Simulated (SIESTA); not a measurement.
Al:

```
CELL_PARAMETERS angstrom
0.00000 2.02481 2.02481
2.02481 0.00000 2.02481
2.02481 2.02481 0.00000
ATOMIC_POSITIONS crystal
Al 0.00000 0.00000 0.00000
```

Program: SIESTA 5.4.2. Alike in all runs: task band structure; no spin polarisation; cell as given; k mesh 11 × 11 × 11; smearing fermi-dirac 0.05 eV; grid cutoff 500 Ry.

Problem. Order these runs on this cell by their pressure, lowest first.
A. level PBE; potentials or basis SPMS 1.0 (PBE files) or PseudoDojo by element, DZP (energy shift 0.003 Ry); energy shift 0.003 Ry
B. level PBE; potentials or basis PseudoDojo 0.4 standard (PBE files), SZ (energy shift 0.002 Ry; radii capped at 9.5 bohr); energy shift 0.002 Ry
C. level PBE; potentials or basis PseudoDojo 0.4 standard (PBE files), DZ (energy shift 0.002 Ry; radii capped at 9.5 bohr); energy shift 0.002 Ry
D. level AM05; potentials or basis PseudoDojo 0.4 standard (PBEsol files), DZP (energy shift 0.002 Ry; radii capped at 9.5 bohr); energy shift 0.002 Ry

Solution. D (-2.8 GPa), A (-0.7 GPa), C (4.6 GPa), B (14.4 GPa).

Caveats: the basis of atomic orbitals isn't converged, which shifts pressures, moduli and gaps; the basis has no polarisation orbitals (some runs); the potentials were made for another functional, which shifts forces and pressure (some runs).

Not every run made on this cell is shown here.
